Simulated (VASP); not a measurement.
V, 1 atom in the cell. The typed cell holds 1 atom: a = 2.668 Å, b = 2.648 Å, c = 2.638 Å, α = 61.69°, β = 61.21°, γ = 61.51°. This isn't the form of V at room conditions, which is bcc. The cell isn't the ideal one: cell strained at random at fixed volume.

| Property | Result |
| --- | --- |
| Program | VASP 6.6.1 |
| Task | single point |
| Functional | PBE |
| Potentials or basis | VASP PAW PBE potentials, release 64 (V_sv) |
| Cutoff | 520 eV |
| k mesh | 12 × 12 × 12 |
| Occupations | fermi-dirac, width 0.05 eV |
| Spin | collinear spin, ferromagnetic start |
| Starting moments | [2.0] μB |
| Further INCAR settings | ALGO = Normal; EDIFF = 1e-07; NBANDS = 16 |

Potentials or basis: VASP PAW PBE potentials, release 64 (V_sv).

Launch:

```bash
$ cat potpaw_PBE.64/V_sv/POTCAR > POTCAR
$ mpirun -np 1 vasp_std > vasp.out
```

Hardware: 1 thread of AMD EPYC 9R45 (Zen 5), with other jobs on the host.

Task: How long does it take, and how much memory?

Result: Run time: 3.6 min on 1 thread of AMD EPYC 9R45 (Zen 5), with other jobs on the host, peak memory 0.31 GiB. Counts: scf iterations 15, k points 868.
